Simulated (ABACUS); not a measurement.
Se: equation of state with PBE

Se:

```xyz
3
Lattice="4.3552 0.0000 0.0000 -2.1776 3.7717 0.0000 0.0000 0.0000 4.9494" Properties=species:S:1:pos:R:3 pbc="T T T"
Se    1.7050    2.9532    2.4747
Se   -0.4725    0.8185    4.1245
Se    0.9451    0.0000    0.8249
```

```
Program             : ABACUS 3.10.1
Task                : equation of state
Functional          : PBE
Potentials or basis : PseudoDojo NC SR 0.4.1 PBE standard
Cutoff              : 1361 eV
Density cutoff      : 5442 eV
Basis               : TZDP LCAO (the cutoffs set its grid)
k mesh              : 7 × 7 × 6
Occupations         : fermi-dirac, width 0.05 eV
Spin                : no spin polarisation
```

```
Equilibrium volume                        : 30.22 Å³/atom (rough: see the caveat)
Bulk modulus at fixed shape and positions : 46 GPa (rough)
```

Energy against volume, from the lowest point:
```
volume (Å³/atom)  energy (meV/atom)
          25.474             134.67
          26.016              98.72
          26.558              69.02
          27.100              44.71
          27.642              25.46
          28.184              10.73
          28.726               0.00
```

All runs of the series together: 43 s on 4 threads of Intel(R) Xeon(R) Platinum 8488C (Sapphire Rapids) (shared host).

Caveat: the atomic orbitals were generated for these runs and aren't a published set; the minimum lies outside the volumes run; the cell was scaled at fixed shape and fractional positions, which overstates the stiffness of a crystal with free parameters, most of all of layers and chains; the basis of atomic orbitals isn't converged, which shifts pressures, moduli and gaps.
